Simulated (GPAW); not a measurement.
Crystal: Ni.

```
CELL_PARAMETERS angstrom
2.44802 0.00000 0.00000
-1.22401 2.12005 0.00000
0.00000 0.00000 4.07281
ATOMIC_POSITIONS crystal
Ni 0.66667 0.33333 0.75000
Ni 0.33333 0.66667 0.25000
```

This isn't the form of Ni at room conditions, which is fcc.

Base run:

| Property | Result |
| --- | --- |
| Program | GPAW 26.7.0 |
| Functional | LDA |
| Potentials or basis | the program's PAW data sets (release 1.2.1) made for this functional |
| Cutoff | 600 eV |
| Basis | pw |
| k mesh | 12 × 12 × 7 |
| Occupations | gaussian, width 0.1 eV |
| Spin | collinear spin, ferromagnetic start |
| Starting moments | [1.0, 1.0] μB |

Its results: band gap on the k mesh none (metal or under the smearing width); pressure -8.9 GPa; net moment 1.26 μB per cell; site moments Ni +0.66 μB.

Task: The run is repeated on the same cell with these changes: functional from LDA to PBE; potentials or basis from the program's PAW data sets (release 1.2.1) made for this functional to GPAW PAW data sets (gpaw-data 1.2.1). What comes out?

Result: Band gap on the k mesh none (metal or under the smearing width); pressure 9.7 GPa; net moment 1.32 μB per cell; site moments Ni +0.70 μB.

Caveats: the stock nickel data set gives pressures a few GPa off other programs.
